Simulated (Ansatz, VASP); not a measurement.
## MgO in VASP and in Ansatz

```
CELL_PARAMETERS angstrom
3.37266 0.00000 0.00000
-1.68633 2.92081 0.00000
0.00000 0.00000 5.08061
ATOMIC_POSITIONS crystal
Mg 0.33333 0.66667 0.00216
Mg 0.66667 0.33333 0.50216
O 0.33333 0.66667 0.40244
O 0.66667 0.33333 0.90244
```

Measurements of this composition are mostly on another form, of space group No. 225.

Alike in both runs: task single point; functional r2SCAN; k mesh 6 × 6 × 4; no spin polarisation.

```csv
,VASP,Ansatz
version,VASP 6.6.1,Ansatz 0.2.0
potentials or method,"VASP PAW PBE potentials, release 64 (Mg, O)","plane waves, PAW"
plane-wave cutoff (eV),520,750
occupations,"gaussian, width 0.01 eV",fixed
valence electrons in the cell,16,32
```

```tsv
	VASP	Ansatz	Ansatz less VASP
gap on the k mesh at the Fermi level (eV)	3.80	3.82	+0.015
```

The two sets of potentials don't hold the same shells in valence.

Caveats: the PAW data sets were made with another functional, which shifts forces and pressure a little (VASP). r2SCAN opens gaps a little over a GGA but as a rule still falls short of measured ones.
